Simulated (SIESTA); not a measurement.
GaAs:

```
As Ga
1.0
     0.00000    2.82685    2.82685
     2.82685    0.00000    2.82685
     2.82685    2.82685    0.00000
As Ga
1 1
Direct
  0.75000 0.75000 0.75000
  0.00000 0.00000 0.00000
```

Program: SIESTA 5.4.2. Alike in all runs: task band structure; potentials or basis PseudoDojo 0.4 standard (PBE files), DZP (energy shift 0.002 Ry; radii capped at 9.5 bohr); no spin polarisation; cell as given; k mesh 8 × 8 × 8; smearing fermi-dirac 0.05 eV; grid cutoff 800 Ry; energy shift 0.002 Ry.

**Question.** Order these runs on this cell by their pressure, lowest first.
A. level vdW-DF-cx
B. level PBE
C. level BLYP

**Answer.** A (3.6 GPa), B (5.4 GPa), C (8.4 GPa).

Caveats: semicore shells carry a single zeta, which can move pressures by several GPa and volumes by a few percent; the basis of atomic orbitals isn't converged, which shifts pressures, moduli and gaps; the potentials were made for another functional, which shifts forces and pressure (some runs).
